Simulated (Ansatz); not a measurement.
CuO under changes of volume

One of the cells (10.029 Å³/atom); the others are scaled copies at fixed shape and fractional positions:

```
CELL_PARAMETERS angstrom
0.18960 -2.17229 -2.04314
-2.01972 0.10630 -1.95984
2.38320 2.28584 -4.38944
ATOMIC_POSITIONS crystal
Cu 0.45623 0.53069 0.48541
Cu 0.97428 0.98587 0.02436
O 0.80166 0.74472 0.73928
O 0.26782 0.23873 0.25095
```

The cell comes from a database or a generator and needn't be the stable form of this composition.

- Program: Ansatz 0.2.0
- Functional: BLYP
- Potentials or basis: Ansatz PAW
- Cutoff: 420 eV (not typed: the program's choice for these potentials)
- k mesh: 10 × 10 × 5
- Occupations: fermi-dirac, width 0.05 eV
- Spin: no spin polarisation

| volume (Å³/atom) | energy over the lowest point (meV/atom) | pressure (GPa) | largest force (eV/Å) |
| --- | --- | --- | --- |
| 9.427 | ? | ? | ? |
| 9.628 | 19.10 | 10.7 | 1.997 |
| 9.828 | 8.28 | 6.8 | 1.868 |
| 10.029 | 2.11 | 3.3 | 1.748 |
| 10.229 | 0.00 | 0.2 | 1.636 |
| 10.430 | 1.60 | -2.6 | 1.533 |
| 10.631 | 6.50 | -5.0 | 1.436 |

Question: What does the run at 9.427 Å³/atom give?

Answer: Energy over the lowest point 35.06 meV/atom; pressure 15.0 GPa; largest force 2.136 eV/Å.

Worked out: A Birch-Murnaghan fit of order 3 (a polynomial in V^(-2/3)) to the other rows has its minimum at 10.24 Å³/atom with B0 = V·E''(V) = 149 GPa and B' = 4.8 at fixed shape and positions, which overstates the stiffness. It gives 35.14 meV/atom at 9.427 Å³/atom, against the run's 35.06, and -dE/dV = 15.0 GPa, against 15.0.

Energies are extrapolated to zero smearing.

Caveats: the run has no spin polarisation, though such a crystal can be magnetic; the PAW data sets come from PBE, with cores solved anew for the run's functional, which leaves a small shift of forces and pressure; forces of over 1 eV/Å show positions far from the minimum, so gaps and moduli don't describe the material at rest.
